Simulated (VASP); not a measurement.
# ZnS (Wurtzite-2H) (P6_3mc) in VASP: notebook

ZnS (Wurtzite-2H) is run at these levels: r2SCAN; tasks: single point.

Program: VASP 6.6.1. These are calculated values, not measurements. Logs are shortened: lines on timing, memory, paths and dates and some standing lists are left out, and cuts for length are marked.

**Experimental background.**

A printed reference work, monograph reports, for a bulk crystal of ZnS at 4 K: band gap 3.911 eV (direct).

The results are compared with them further down.

### Step 1. The cell of the first run

The structure is hexagonal, space group P6_3mc (No. 186). The conventional cell has a = 3.735 Å, b = 3.735 Å, c = 6.234 Å, α = 90.00°, β = 90.00°, γ = 120.00°. Within 3.0 Å of Zn (site symmetry 3m) lie 4 S at 2.27 to 2.40 Å. Within 3.0 Å of S (site symmetry 3m) lie 4 Zn at 2.27 to 2.40 Å.

### Step 2. Single point, r2SCAN

POSCAR

```
ZnS
1.0
    3.7347800000      0.0000000000      0.0000000000
   -1.8673900000      3.2344145400      0.0000000000
    0.0000000000      0.0000000000      6.2340000000
Zn S
2 2
Direct
    0.3333333333      0.6666666667      0.0000000000
    0.6666666667      0.3333333333      0.5000000000
    0.3333333333      0.6666666667      0.3850000000
    0.6666666667      0.3333333333      0.8850000000
```

INCAR.step1

```
  PREC = Accurate
  ENCUT = 520
  ISMEAR = 0
  SIGMA = 0.02
  LREAL = F
  LASPH = T
  NELM = 100
  NBANDS = 26
  GGA = PE
  ALGO = Normal
  EDIFF = 1E-4
  LWAVE = T
  LCHARG = F
```

INCAR.step2

```
  PREC = Accurate
  ENCUT = 520
  EDIFF = 1E-6
  ISMEAR = 0
  SIGMA = 0.02
  LREAL = F
  LASPH = T
  NELM = 100
  ALGO = Normal
  ISIF = 2
  LWAVE = F
  LCHARG = F
  METAGGA = R2SCAN
  LMIXTAU = T
  NBANDS = 26
  ISTART = 1
```

KPOINTS

```
Automatic mesh
0
Gamma
  6 6 4
```

Potentials or basis: VASP PAW PBE potentials, release 64 (Zn, S).

Started as:

```console
> cat potpaw_PBE.64/Zn/POTCAR potpaw_PBE.64/S/POTCAR > POTCAR
> cp INCAR.step1 INCAR
> mpirun -np 1 vasp_std > vasp.out
> cp INCAR.step2 INCAR
> mpirun -np 1 vasp_std > vasp.out
```

OUTCAR:

```text
PREC = Accurate
   ENCUT = 520
   EDIFF = 1E-6
   ISMEAR = 0
   LREAL = F
   LASPH = T
   NELM = 100
   ISIF = 2
   METAGGA = R2SCAN
   ISTART = 1

 ion  position               nearest neighbor table
   1  0.333  0.667  0.000-   4 2.27   4 2.27   4 2.27   3 2.40
   2  0.667  0.333  0.500-   3 2.27   3 2.27   3 2.27   4 2.40
   3  0.333  0.667  0.385-   2 2.27   2 2.27   2 2.27   1 2.40
   4  0.667  0.333  0.885-   1 2.27   1 2.27   1 2.27   2 2.40

  LATTYP: Found a hexagonal cell.
 ALAT       =     3.7347800000
 C/A-ratio  =     1.6691746234

  Lattice vectors:

 A1 = (   3.7347800000,   0.0000000000,   0.0000000000)
 A2 = (  -1.8673900000,   3.2344145400,   0.0000000000)
 A3 = (   0.0000000000,   0.0000000000,   6.2340000000)

Analysis of symmetry for initial positions (statically):
=====================================================================
 Subroutine PRICEL returns:
 Original cell was already a primitive cell.

 Routine SETGRP: Setting up the symmetry group for a
 hexagonal supercell.

 Subroutine GETGRP returns: Found 12 space group operations
 (whereof  6 operations were pure point group operations)
 out of a pool of 24 trial point group operations.

The static configuration has the point symmetry C_3v.
 The point group associated with its full space group is C_6v.

Analysis of symmetry for dynamics (positions and initial velocities):
=====================================================================
 Subroutine PRICEL returns:
 Original cell was already a primitive cell.

 Routine SETGRP: Setting up the symmetry group for a
 hexagonal supercell.

 Subroutine GETGRP returns: Found 12 space group operations
 (whereof  6 operations were pure point group operations)
 out of a pool of 24 trial point group operations.

The dynamic configuration has the point symmetry C_3v.
 The point group associated with its full space group is C_6v.

 Subroutine INISYM returns: Found 12 space group operations
 (whereof  6 operations are pure point group operations),
 and found     1 'primitive' translations

----------------------------------------------------------------------------------------

                                     Primitive cell

  volume of cell :      75.3056

  direct lattice vectors                    reciprocal lattice vectors
     3.734780000  0.000000000  0.000000000     0.267753388  0.154587482  0.000000000
    -1.867390000  3.234414540  0.000000000     0.000000000  0.309174964  0.000000000
     0.000000000  0.000000000  6.234000000     0.000000000  0.000000000  0.160410651

  length of vectors
     3.734780000  3.734780158  6.234000000     0.309174977  0.309174964  0.160410651

  position of ions in fractional coordinates (direct lattice)
     0.333333333  0.666666667  0.000000000
     0.666666667  0.333333333  0.500000000
     0.333333333  0.666666667  0.385000000
     0.666666667  0.333333333  0.885000000

  ion indices of the primitive-cell ions
   primitive index   ion index
                 1           1
                 2           2
                 3           3
                 4           4

----------------------------------------------------------------------------------------

 KPOINTS: Automatic mesh

Automatic generation of k-mesh.
 Grid dimensions read from file:
 generate k-points for:    6    6    4

 Generating k-lattice:

  Cartesian coordinates                     Fractional coordinates (reciprocal lattice)
     0.044625565  0.025764580  0.000000000     0.166666667 -0.000000000  0.000000000
     0.000000000  0.051529161  0.000000000     0.000000000  0.166666667  0.000000000
     0.000000000  0.000000000  0.040102663     0.000000000  0.000000000  0.250000000

  Length of vectors
     0.051529163  0.051529161  0.040102663

  Shift w.r.t. Gamma in fractional coordinates (k-lattice)
     0.000000000  0.000000000  0.000000000

 Subroutine IBZKPT returns following result:
 ===========================================

 Found     21 irreducible k-points:

 Following reciprocal coordinates:
            Coordinates               Weight
  0.000000  0.000000  0.000000      1.000000
  0.166667 -0.000000  0.000000      6.000000
  0.333333 -0.000000  0.000000      6.000000
  0.500000 -0.000000  0.000000      3.000000
  0.166667  0.166667  0.000000      6.000000
  0.333333  0.166667  0.000000     12.000000
[... 13 lines left out ...]
  0.333333  0.166667  0.500000     12.000000
  0.333333  0.333333  0.500000      2.000000
   k-points           NKPTS =     21   k-points in BZ     NKDIM =     21   number of bands    NBANDS=     26
   number of dos      NEDOS =    301   number of ions     NIONS =      4
   total plane-waves  NPLWV =  37632
   dimension x,y,z NGX =    28 NGY =   28 NGZ =   48
   dimension x,y,z NGXF=    56 NGYF=   56 NGZF=   96
   ions per type =               2   2
   NGX,Y,Z   is equivalent  to a cutoff of  12.46, 12.46, 12.80 a.u.
   NGXF,Y,Z  is equivalent  to a cutoff of  24.93, 24.93, 25.60 a.u.
 SYSTEM =  unknown system
   PREC   = accura    normal or accurate (medium, high low for compatibility)
   ISTART =      1    job   : 0-new  1-cont  2-samecut
   ICHARG =      0    charge: 1-file 2-atom 10-const
   ISPIN  =      1    spin polarized calculation?
   LNONCOLLINEAR =      F non collinear calculations
   LSORBIT =      F    spin-orbit coupling
   LASPH  =      T    aspherical Exc in radial PAW
   ENCUT  =  520.0 eV  38.22 Ry    6.18 a.u.   6.94  6.94 11.59*2*pi/ulx,y,z
   NELM   =    100;   NELMIN=  2; NELMDL=  0     # of ELM steps
   EDIFF  = 0.1E-05   stopping-criterion for ELM
   LREAL  =      F    real-space projection
   EDIFFG = 0.1E-04   stopping-criterion for IOM
   NSW    =      0    number of steps for IOM
   IBRION =     -1    ionic relax: 0-MD 1-quasi-New 2-CG
   NFREE  =      0    steps in history (QN), initial steepest desc. (CG)
   ISIF   =      2    stress and relaxation
   ISYM   =      2    0-nonsym 1-usesym 2-fastsym
   POTIM  = 0.5000    time-step for ionic-motion
   TEBEG  =    0.0;   TEEND  =   0.0 temperature during run
   PSTRESS=    0.0 pullay stress
   NELECT =      36.0000    total number of electrons
   NUPDOWN=      -1.0000    fix difference up-down
   EMIN   =  10.00;   EMAX   =-10.00  energy-range for DOS
   EFERMI =   0.00;   METHOD = LEGACY
   ISMEAR =     0;   SIGMA  =   0.02  broadening in eV -4-tet -1-fermi 0-gaus
   EFERMI_NEDOS =   21; number of points for ismear=-14 and -15
   IALGO  =     38    algorithm
   IMIX   =      4    mixing-type and parameters
     AMIX     =   0.40;   BMIX     =  1.00
     AMIX_MAG =   1.60;   BMIX_MAG =  1.00
  volume/ion in A,a.u.               =      18.83       127.05
  Fermi-wavevector in a.u.,A,eV,Ry     =   1.280068  2.418978 22.294166  1.638575
  Thomas-Fermi vector in A             =   2.412518
   LORBIT       =      0    0 simple, 1 ext, 2 COOP (PROOUT), +10 PAW based schemes
   METAGGA = R2SCAN    functional components
   LHFCALC =     F    Hartree Fock is set to
   AEXX    =    0.0000 exact exchange contribution
   IVDW    =     0    specifies the selected vdW correction
   LEPSILON=     F    determine dielectric tensor
   LRPA    =     F    only Hartree local field effects (RPA)
 non-spin polarized calculation
 Gauss-broadening in eV      SIGMA  =   0.02
  energy-cutoff  :      520.00
  volume of cell :       75.31
 maximum number of plane-waves:      2046
 NGX is ok and might be reduce to    28
   NGX = 13   NGY = 13   NGZ = 23

 number of electron      35.9999981 magnetization

 Free energy of the ion-electron system (eV)
  ---------------------------------------------------
  ext. energy  EPLUGINS =         0.00000000
  ---------------------------------------------------
  free energy    TOTEN  =       -37.63765410 eV

  energy without entropy =      -37.63765410  energy(sigma->0) =      -37.63765410

 E-fermi :   2.4529     XC(G=0): -10.5133

 val. band max:        2.3004183527   @ k =   0.0000   0.0000   0.0000
 cond. band min:       5.2817448559   @ k =   0.0000   0.0000   0.0000
 fundamental gap:      2.9813265032
 Fermi energy:         2.4528619045

 k-point     1 :       0.0000    0.0000    0.0000
  band No.  band energies     occupation
      1     -11.7608      2.00000
      2     -10.7959      2.00000
      3      -4.4448      2.00000
      4      -4.4447      2.00000
      5      -4.3745      2.00000
      6      -4.3744      2.00000
[... 18 lines left out ...]
     25      10.4753      0.00000
     26      12.2774      0.00000

 k-point     2 :       0.1667   -0.0000    0.0000
  band No.  band energies     occupation
      1     -11.5535      2.00000
      2     -10.6715      2.00000
      3      -4.4598      2.00000
      4      -4.3943      2.00000
      5      -4.3592      2.00000
      6      -4.3096      2.00000
[... 18 lines left out ...]
     25      11.0391      0.00000
     26      11.3999      0.00000

 k-point     3 :       0.3333   -0.0000    0.0000
  band No.  band energies     occupation
      1     -11.0552      2.00000
      2     -10.4389      2.00000
      3      -4.4403      2.00000
      4      -4.3062      2.00000
      5      -4.3047      2.00000
      6      -4.1700      2.00000
[... 18 lines left out ...]
     25      11.4413      0.00000
     26      12.9252      0.00000

 k-point     4 :       0.5000   -0.0000    0.0000
  band No.  band energies     occupation
      1     -10.7121      2.00000
      2     -10.3747      2.00000
      3      -4.4003      2.00000
      4      -4.2727      2.00000
      5      -4.1780      2.00000
      6      -4.0972      2.00000
[... 18 lines left out ...]
     25      11.9636      0.00000
     26      14.5223      0.00000
[... 409 lines left out ...]
      1     -10.8592      2.00000
      2     -10.8592      2.00000
      3      -4.4044      2.00000
      4      -4.4044      2.00000
      5      -4.2875      2.00000
      6      -4.2875      2.00000
[... 18 lines left out ...]
     25      11.4078      0.00000
     26      11.4078      0.00000

 k-point    20 :       0.3333    0.1667    0.5000
  band No.  band energies     occupation
      1     -10.5406      2.00000
      2     -10.5406      2.00000
      3      -4.3249      2.00000
      4      -4.3249      2.00000
      5      -4.1866      2.00000
      6      -4.1866      2.00000
[... 18 lines left out ...]
     25      12.1950      0.00000
     26      12.1950      0.00000

 k-point    21 :       0.3333    0.3333    0.5000
  band No.  band energies     occupation
      1     -10.4311      2.00000
      2     -10.4311      2.00000
      3      -4.2205      2.00000
      4      -4.2205      2.00000
      5      -4.1908      2.00000
      6      -4.1908      2.00000
[... 18 lines left out ...]
     25      12.6241      0.00000
     26      12.6241      0.00000

------------------------ aborting loop because EDIFF is reached ----------------------------------------

  FORCE on cell =-STRESS in cart. coord.  units (eV):
  Direction    XX          YY          ZZ          XY          YZ          ZX
  --------------------------------------------------------------------------------------
  -------------------------------------------------------------------------------------
  Total        2.7467378      2.7467381      0.0775323      0.0000000      0.0000000      0.0000000
  in kB       58.4386651     58.4386717      1.6495508      0.0000000      0.0000000      0.0000000
  external PRESSURE =      39.5089625 kB  Pullay stress =       0.0000000 kB

 VOLUME and BASIS-vectors are now :
 -----------------------------------------------------------------------------
  energy-cutoff  :      520.00
  volume of cell :       75.31
      direct lattice vectors                 reciprocal lattice vectors
     3.734780000  0.000000000  0.000000000     0.267753388  0.154587482  0.000000000
    -1.867390000  3.234414540  0.000000000     0.000000000  0.309174964  0.000000000
     0.000000000  0.000000000  6.234000000     0.000000000  0.000000000  0.160410651

 POSITION                                       TOTAL-FORCE (eV/Angst)
 -----------------------------------------------------------------------------------
     -0.00000      2.15628      0.00000         0.000000     -0.000000      0.491339
      1.86739      1.07814      3.11700         0.000000      0.000000      0.491339
     -0.00000      2.15628      2.40009        -0.000000     -0.000000     -0.491339
      1.86739      1.07814      5.51709        -0.000000     -0.000000     -0.491339
 -----------------------------------------------------------------------------------
    total drift:                               -0.000001     -0.000001      0.011303

  FREE ENERGIE OF THE ION-ELECTRON SYSTEM (eV)
  ---------------------------------------------------
  free  energy   TOTEN  =       -37.6376540997 eV

  energy  without entropy=      -37.6376540997  energy(sigma->0) =      -37.63765410
```

Run time: 1.9 min. Hardware: 1 thread of Intel Xeon Platinum 8375C at 2.90GHz (Ice Lake), shared host; peak memory 0.21 GiB.

Results:

| Property | Result |
| --- | --- |
| Free energy | -37.6377 eV |
| Pressure | 4.0 GPa |
| Largest force | 0.491 eV/Å |
| Band gap on the k mesh | 2.98 eV, direct |

Forces on the atoms (eV/Å):
```
Zn   0.000  0.000  0.491
Zn   0.000  0.000  0.491
S    0.000  0.000 -0.491
S    0.000  0.000 -0.491
```

Levels at points of the mesh, in eV from the valence-band top:
| k point | band 14 | band 15 | band 16 | band 17 | band 18 | band 19 | band 20 | band 21 | band 22 | band 23 |
| --- | --- | --- | --- | --- | --- | --- | --- | --- | --- | --- |
| (0.00, 0.00, 0.00) | -0.86 | -0.86 | -0.09 | 0.00 | 0.00 | 2.98 | 3.72 | 6.82 | 6.82 | 6.87 |
| (0.50, 0.00, 0.00) | -4.52 | -3.42 | -2.42 | -1.72 | -1.11 | 4.03 | 4.83 | 5.39 | 7.63 | 7.94 |
| (0.00, 0.00, 0.50) | -2.96 | -0.45 | -0.45 | -0.45 | -0.45 | 4.25 | 4.25 | 7.26 | 7.26 | 7.26 |
| (0.50, 0.00, 0.50) | -5.21 | -1.81 | -1.81 | -1.74 | -1.74 | 3.98 | 3.98 | 5.49 | 5.49 | 9.61 |

Caveat: the PAW data sets were made with another functional, which shifts forces and pressure a little. r2SCAN opens gaps a little over a GGA but as a rule still falls short of measured ones.

### Step 3. Single point, r2SCAN

This run uses another cell than the first one, of 19.21 Å³/atom, 1.021 times its volume.

Changes to POSCAR since step 2:

```diff
@@ -2,4 +2,4 @@
 1.0
-    3.7347800000      0.0000000000      0.0000000000
-   -1.8673900000      3.2344145400      0.0000000000
+    3.7728900000      0.0000000000      0.0000000000
+   -1.8864450000      3.2674187700      0.0000000000
     0.0000000000      0.0000000000      6.2340000000
```

INCAR.step1

```
ALGO     = Normal         # electronic algorithm
EDIFF    = 1E-4           # SCF threshold, eV
ENCUT    = 520            # plane-wave cutoff, eV
GGA      = PE             # functional
ISMEAR   = 0              # smearing method
LASPH    = True           # aspherical terms in the spheres
LCHARG   = False          # write CHGCAR
LREAL    = False          # projectors in reciprocal space
LWAVE    = True           # write WAVECAR
NBANDS   = 26             # bands
NELM     = 100            # most SCF steps
PREC     = Accurate       # precision mode
SIGMA    = 0.02           # smearing width, eV
```

INCAR.step2

```
ALGO     = Normal         # electronic algorithm
EDIFF    = 1E-6           # SCF threshold, eV
ENCUT    = 520            # plane-wave cutoff, eV
ISIF     = 2              # what is computed and relaxed
ISMEAR   = 0              # smearing method
ISTART   = 1            
LASPH    = True           # aspherical terms in the spheres
LCHARG   = True           # write CHGCAR
LELF     = True           # ELF
LMIXTAU  = True         
LREAL    = False          # projectors in reciprocal space
LVHAR    = True         
LWAVE    = False          # write WAVECAR
METAGGA  = R2SCAN         # meta-GGA
NBANDS   = 26             # bands
NELM     = 100            # most SCF steps
PREC     = Accurate       # precision mode
SIGMA    = 0.02           # smearing width, eV
```

KPOINTS

```
k-points
0
Gamma
  6 6 4
```

Potentials or basis: VASP PAW PBE potentials, release 64 (Zn, S).

Started as:

```console
> cat potpaw_PBE.64/Zn/POTCAR potpaw_PBE.64/S/POTCAR > POTCAR
> cp INCAR.step1 INCAR
> mpirun -np 1 vasp_std > vasp.out
> cp INCAR.step2 INCAR
> mpirun -np 1 vasp_std > vasp.out
```

Run time: 1.9 min. Hardware: 1 thread of Intel Xeon Platinum 8375C at 2.90GHz (Ice Lake), shared host; peak memory 0.21 GiB.

Results (log left out):

```yaml
Free_energy: -37.6807 eV
Pressure: 2.0 GPa
Largest_force: 0.398 eV/Å
Band_gap_on_the_k_mesh: 2.91 eV, direct
```

Forces in eV/Å, atoms in the order of the input:
```
Zn   0.000  0.000  0.398
Zn   0.000  0.000  0.398
S    0.000  0.000 -0.398
S    0.000  0.000 -0.398
```

Stress tensor (GPa, compression positive):
```
 3.21  0.00  0.00
 0.00  3.21  0.00
 0.00  0.00 -0.50
```

Levels at points of the mesh, in eV from the valence-band top:
```tsv
k point	band 14	band 15	band 16	band 17	band 18	band 19	band 20	band 21	band 22	band 23
(0.00, 0.00, 0.00)	-0.87	-0.87	-0.04	0.00	0.00	2.91	3.62	6.81	6.81	7.00
(0.50, 0.00, 0.00)	-4.39	-3.31	-2.36	-1.65	-1.05	4.02	4.82	5.46	7.62	7.98
(0.00, 0.00, 0.50)	-2.86	-0.45	-0.45	-0.45	-0.45	4.16	4.16	7.25	7.25	7.25
(0.50, 0.00, 0.50)	-5.08	-1.75	-1.75	-1.65	-1.65	4.02	4.02	5.54	5.54	9.59
```

Caveat: the PAW data sets were made with another functional, which shifts forces and pressure a little.

(Part 1 of 2 ends here.)
